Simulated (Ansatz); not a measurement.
Runs of Ansatz 0.2.0 on Co. Symmetry: P6_3/mmc, No. 194, hexagonal system. Conventional cell: a = 2.472 Å, b = 2.472 Å, c = 4.021 Å, α = 90.00°, β = 90.00°, γ = 120.00°. Co (site symmetry -6m2) has 12 Co at 2.47 Å as nearest neighbours. 

```tsv
task	level	U	cell	k mesh	cutoff (eV)	smearing	basis error allowed	gap on the mesh (eV)	pressure (GPa)	moment (μB)	V0 of scaled cells (Å³/atom)	B0 (GPa)
relaxation of cell and atoms	PBEsol+D4	-	relaxed	12 × 12 × 7	-	fermi-dirac 0.05 eV	0.001 eV/atom	-	0.0	3.09	-	-
single point	PBE	-	as given	12 × 12 × 7	315	gaussian 0.014 eV	0.001 eV/atom	none	4.6	3.22	-	-
equation of state	PBEsol	-	as given	12 × 12 × 7	-	fermi-dirac 0.05 eV	0.001 eV/atom	-	-	-	10.36	234
equation of state	PBE	-	as given	12 × 12 × 7	-	fermi-dirac 0.05 eV	0.0005 eV/atom	-	-	-	10.87	208
single point	PBE	-	as given	12 × 12 × 7	315	gaussian 0.023 eV	0.001 eV/atom	none	4.6	3.22	-	-
density of states	PBEsol+U	Co d U = 2 eV	as given	12 × 12 × 7	315	fermi-dirac 0.05 eV	0.001 eV/atom	none	(a)	3.42	-	-
band structure	revPBE	-	as given	12 × 12 × 7	315	fermi-dirac 0.05 eV	0.001 eV/atom	-	9.1	(b)	-	-
phonons	LDA	-	as given	9 × 9 × 5	338	fermi-dirac 0.05 eV	0.001 eV/atom	none	-	3.04	-	-
```

Alike in all rows: potentials or basis all-electron LAPW, scalar-relativistic; spin collinear, ferromagnetic start.

Question: Estimate the missing entries.

Answer: (a) -3.8; (b) 3.23.

Caveats: the cell was scaled at fixed shape and fractional positions, which overstates the stiffness of a crystal with free parameters, most of all of layers and chains (some runs); the magnetic state may not be the lowest (some runs); U is the effective U less J, on atomic orbitals that reach past the spheres (some runs); the U is typed as a test and isn't derived for this compound (some runs); the k mesh is thin for a metal, which can move the energy by tens of meV per atom (some runs); a metal's response needs a denser mesh (some runs).

A k mesh can miss the band edges.

A gap of «none» marks a metal or a gap under the smearing width.

Not every run made on this cell is shown here.
